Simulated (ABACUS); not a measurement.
# Sc (P-1) in ABACUS: equation of state, part 2 of 2

ABACUS 3.10.1. Earlier steps stand in the parts before.

## (4) Equation of state, PBE, 23.87 Å³/atom (volume scaled by 0.98)

Contents of INPUT:

```
INPUT_PARAMETERS
suffix              Sc
calculation         scf
basis_type          pw
pseudo_dir          ./
symmetry            1
dft_functional      pbe
ecutwfc             79
pseudo_rcut         10
nspin               1
nbands              10
ks_solver           dav
smearing_method     fd
smearing_sigma      0.00367493
scf_thr             1e-08
scf_nmax            100
mixing_type         broyden
mixing_beta         0.7
cal_force           1
cal_stress          1
kpar                4
```

Contents of STRU:

```
ATOMIC_SPECIES
Sc 44.9559 Sc.upf

LATTICE_CONSTANT
1.8897261246

LATTICE_VECTORS
3.1804713590 0.0000000000 0.0000000000
1.4920262729 2.8250518371 0.0000000000
1.5385973801 0.9202288519 2.6562331730

ATOMIC_POSITIONS
Direct

Sc
0.0
1
0.0000000000 0.0000000000 0.0000000000 1 1 1
```

Contents of KPT:

```
K_POINTS
0
Gamma
10 10 10 0 0 0
```

Command:

```bash
$ OMP_NUM_THREADS=1 mpirun -np 4 abacus > log
```

It took 30 s on 4 MPI ranks of Intel Xeon Platinum 8488C (Sapphire Rapids), shared host; peak memory 0.44 GiB.

It converged, with:

```
Free energy            : -1316.8303 eV
Pressure               : 1.9 GPa
Band gap on the k mesh : none (metal or under the smearing width)
```

## (5) Equation of state, PBE, 24.35 Å³/atom

INPUT is that of step 4.

Contents of STRU:

```
ATOMIC_SPECIES
Sc 44.9559 Sc.upf

LATTICE_CONSTANT
1.8897261246

LATTICE_VECTORS
3.2019616822 0.0000000000 0.0000000000
1.5021078373 2.8441406042 0.0000000000
1.5489936237 0.9264468030 2.6741812389

ATOMIC_POSITIONS
Direct

Sc
0.0
1
0.0000000000 0.0000000000 0.0000000000 1 1 1
```

KPT is that of step 4.

Command:

```bash
$ OMP_NUM_THREADS=1 mpirun -np 4 abacus > log
```

Run time: 30 s. Hardware: 4 MPI ranks of Intel Xeon Platinum 8488C (Sapphire Rapids), shared host; peak memory 0.44 GiB.

It converged, with:

- Free energy: -1316.8344 eV
- Pressure: 0.8 GPa
- Band gap on the k mesh: none (metal or under the smearing width)

## (6) Equation of state, PBE, 24.84 Å³/atom (volume scaled by 1.02)

INPUT is that of step 5.

Contents of STRU:

```
ATOMIC_SPECIES
Sc 44.9559 Sc.upf

LATTICE_CONSTANT
1.8897261246

LATTICE_VECTORS
3.2231673444 0.0000000000 0.0000000000
1.5120558612 2.8629765214 0.0000000000
1.5592521586 0.9325823911 2.6918915646

ATOMIC_POSITIONS
Direct

Sc
0.0
1
0.0000000000 0.0000000000 0.0000000000 1 1 1
```

KPT is that of step 5.

Potentials or basis: PseudoDojo NC SR 0.4.1 PBE standard, plane waves.

Command:

```bash
$ OMP_NUM_THREADS=1 mpirun -np 4 abacus > log
```

running log:

```text
ABACUS v3.10.1

               Atomic-orbital Based Ab-initio Computation at UStc

 ------------------------------------------------------------------------------------

 READING GENERAL INFORMATION
                           global_out_dir = OUT.Sc/
                           global_in_card = INPUT
                               pseudo_dir = ./
                              orbital_dir =
                                    DSIZE = 4
                                    GSIZE = 1

 READING UNITCELL INFORMATION
                                    ntype = 1
                  lattice constant (Bohr) = 1.88973
              lattice constant (Angstrom) = 1

 READING ATOM TYPE 1
                               atom label = Sc
                      L=0, number of zeta = 1
                      L=1, number of zeta = 1
                      L=2, number of zeta = 1
             number of atom for this type = 1

                        TOTAL ATOM NUMBER = 1
DIRECT COORDINATES
    atom                   x                   y                   z     mag                  vx                  vy                  vz
taud_Sc1            0.0000000000        0.0000000000        0.0000000000  0.0000        0.0000000000        0.0000000000        0.0000000000

                          Volume (Bohr^3) = 167.631
                             Volume (A^3) = 24.8403

 Lattice vectors: (Cartesian coordinate: in unit of a_0)
             +3.22317                  +0                  +0
[... 302 lines left out ...]
 E_exx          0.0000000000         0.0000000000
 E_Fermi        0.6770497129         9.2117339247
----------------------------------------------------------

 charge density convergence is achieved
 final etot is -1316.8352001 eV
 EFERMI = 9.2117339247 eV

 STATE ENERGY(eV) AND OCCUPATIONS    NSPIN == 1
 1/126 kpoint (Cartesian) = 0.0000 0.0000 0.0000 (2005 pws)
       1       -40.2541     0.00200000
       2       -18.6761     0.00200000
       3       -18.6740     0.00200000
       4       -18.6587     0.00200000
       5        4.04861     0.00200000
       6        10.6345    8.77794e-16
       7        10.7124    1.84708e-16
       8        10.9948    6.50480e-19
       9        12.1077    1.40356e-28
      10        12.2091    1.84558e-29
[... 49 lines left out ...]
 6/126 kpoint (Cartesian) = 0.15513 -0.081929 -0.061472 (1986 pws)
       1       -40.1985     0.00200000
       2       -19.0523     0.00200000
       3       -18.7184     0.00200000
       4       -18.7124     0.00200000
       5        7.44539     0.00200000
       6        9.36938    8.19494e-05
       7        10.5506    4.69522e-15
       8        10.8478    1.23112e-17
       9        12.9145    1.37836e-35
      10        13.0976    3.54086e-37

[... levels at 120 further k points ...]

------------------------------------------------------------------------------------------
 TOTAL-FORCE (eV/Angstrom)
------------------------------------------------------------------------------------------
                       Sc1         0.0000000000         0.0000000000         0.0000000000
------------------------------------------------------------------------------------------

----------------------------------------------------------------
 TOTAL-STRESS (KBAR)
----------------------------------------------------------------
         6.4506785345         9.5032111110         4.8861820379
         9.5032111110        -7.0271066936         4.0040042550
         4.8861820379         4.0040042550        -7.0743349736
----------------------------------------------------------------
 TOTAL-PRESSURE: -2.550254 KBAR

 --------------------------------------------
 !FINAL_ETOT_IS -1316.8352000803461124 eV
 --------------------------------------------
```

Wall time 30 s (4 MPI ranks of Intel Xeon Platinum 8488C (Sapphire Rapids), shared host); peak memory 0.44 GiB.

What came out:

* Free energy: -1316.8352 eV
* Pressure: -0.3 GPa
* Band gap on the k mesh: none (metal or under the smearing width)

## (7) Equation of state, PBE, 25.33 Å³/atom (volume scaled by 1.04)

INPUT is that of step 6.

Contents of STRU:

```
ATOMIC_SPECIES
Sc 44.9559 Sc.upf

LATTICE_CONSTANT
1.8897261246

LATTICE_VECTORS
3.2440975890 0.0000000000 0.0000000000
1.5218746809 2.8815677989 0.0000000000
1.5693774563 0.9386382906 2.7093718697

ATOMIC_POSITIONS
Direct

Sc
0.0
1
0.0000000000 0.0000000000 0.0000000000 1 1 1
```

KPT is that of step 6.

Command:

```bash
$ OMP_NUM_THREADS=1 mpirun -np 4 abacus > log
```

It took 30 s on 4 MPI ranks of Intel Xeon Platinum 8488C (Sapphire Rapids), shared host; peak memory 0.44 GiB.

The run converged. Its results:

```yaml
Free_energy: -1316.8330 eV
Pressure: -1.2 GPa
Band_gap_on_the_k_mesh: none (metal or under the smearing width)
```

## (8) Equation of state, PBE, 25.81 Å³/atom (volume scaled by 1.06)

INPUT is that of step 7.

Contents of STRU:

```
ATOMIC_SPECIES
Sc 44.9559 Sc.upf

LATTICE_CONSTANT
1.8897261246

LATTICE_VECTORS
3.2647611881 0.0000000000 0.0000000000
1.5315684116 2.8999222288 0.0000000000
1.5793737606 0.9446170396 2.7266294807

ATOMIC_POSITIONS
Direct

Sc
0.0
1
0.0000000000 0.0000000000 0.0000000000 1 1 1
```

KPT is that of step 7.

Command:

```bash
$ OMP_NUM_THREADS=1 mpirun -np 4 abacus > log
```

It took 30 s on 4 MPI ranks of Intel Xeon Platinum 8488C (Sapphire Rapids), shared host; peak memory 0.44 GiB.

It converged, with:

* Free energy: -1316.8281 eV
* Pressure: -2.1 GPa
* Band gap on the k mesh: none (metal or under the smearing width)

## (9) Equation of state, PBE

Potentials or basis: PseudoDojo NC SR 0.4.1 PBE standard, plane waves.

This step only gathers the single runs of the series.

Results:

```yaml
Equilibrium_volume: 24.72 Å³/atom
Bulk_modulus_at_fixed_shape_and_positions: 51 GPa
Pressure_derivative_of_the_bulk_modulus: 3.1
```

Energy against volume, from the lowest point:
```csv
volume (Å³/atom),energy (meV/atom)
22.892,23.74
23.379,12.39
23.866,4.85
24.353,0.81
24.840,0.00
25.327,2.17
25.815,7.10
```

Caveat: the cell was scaled at fixed shape and fractional positions, which overstates the stiffness of a crystal with free parameters, most of all of layers and chains.
